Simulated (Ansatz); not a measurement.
This was printed by a script on Ansatz 0.2.0, Python API, for a comparison of functionals at one structure of AlP, space group F-43m. What did the script look like? Settings (first run): PBEsol, PAW, the default cutoff (420 eV here), 8×8×8 k-points, fixed occupations. The script varies functional: pbesol, rpbe, lda, revpbe, blyp.

```cif
data_structure
_symmetry_space_group_name_H-M 'P 1'
_symmetry_Int_Tables_number 1
_cell_length_a 3.8544
_cell_length_b 3.8544
_cell_length_c 3.8544
_cell_angle_alpha 60.000
_cell_angle_beta 60.000
_cell_angle_gamma 60.000
_cell_volume 40.49
loop_
_atom_site_label
_atom_site_type_symbol
_atom_site_fract_x
_atom_site_fract_y
_atom_site_fract_z
_atom_site_occupancy
Al1 Al 0.00000 0.00000 0.00000 1
P1 P 0.25000 0.25000 0.25000 1
```

Output of `python alp_xc.py`:
```text
DeckWarning: basis.ecutwfc = 420 eV, auto-derived from the records' recommended cutoffs: set by Al (normal level)
  functional   F/atom (eV)    iterations       P (GPa)  gap by band count (eV)      k-points
      pbesol    -632.86660             6         0.954                   1.431            29
        rpbe    -650.31180             6         4.438                   1.652            29
         lda    -620.02018             6        -0.831                   1.437            29
      revpbe    -649.44244             6         4.017                   1.629            29
        blyp    -650.96202             6         5.162                   1.834            29
```
(Warnings from the package without file and line.)

One script that gives this output:

The script, `alp_xc.py`:
```python
"""Functional comparison for AlP (totals differ with the potentials too)."""

import ansatz as az

alp = (
    az.Lattice.of((0.0, 2.7255, 2.7255), (2.7255, 0.0, 2.7255), (2.7255, 2.7255, 0.0))
    .atom("Al", (0.0, 0.0, 0.0))
    .atom("P", (0.25, 0.25, 0.25))
)

model = (
    alp.calculation()
    .kpoints(8)  # the mesh must be finer for metals
    .occupations("fixed")  # no smearing
    .stress()  # positive in compression
    .band_table()  # levels at the mesh points
)

rows = []
for value in ["pbesol", "rpbe", "lda", "revpbe", "blyp"]:
    report = model.functional(value).run(threads=1).report
    rows.append((value, report["free_energy_ev"] / len(report["lattice"]["sites"]), report["n_iterations"], sum(report["stress_gpa"][i][i] for i in range(3)) / 3, report["gap_by_band_count_ev"], report["n_kpoints"]))

print("  functional   F/atom (eV)    iterations       P (GPa)  gap by band count (eV)      k-points")
for row in rows:
    print(f"{str(row[0]):>12s}  {row[1]:12.5f}  {row[2]:12d}  {row[3]:12.3f}  {row[4]:22.3f}  {row[5]:12d}")
```

From lowest to highest: LDA (-0.8 GPa), PBEsol (1.0 GPa), revPBE (4.0 GPa), RPBE (4.4 GPa) and BLYP (5.2 GPa). At a fixed cell a lower pressure usually means a smaller equilibrium volume, so LDA prefers the smallest cell and BLYP the largest. Gaps by band count in the reports: PBEsol 1.43 eV, RPBE 1.65 eV, LDA 1.44 eV, revPBE 1.63 eV and BLYP 1.83 eV (Kohn-Sham values on this mesh, as a rule under measured gaps).

What to keep in mind:
- Semilocal gaps usually lie well under measured ones.
- Of the deposited cell: the entry's cell lengths or inner coordinates differ somewhat from later room-temperature determinations.
- Pressure is positive in compression.
- The structure is a deposited one; some such entries were measured under pressure or heat, so a shift against it needn't be the functional's error alone.
- Levels are Kohn-Sham eigenvalues on this mesh.
- Total energies of different functionals can't be compared; pressures, moments and gaps at this one structure can.
- Wall time of the script: 6.8 s on 1 thread of Arm Neoverse V2, on a shared host, peak memory 0.33 GiB.
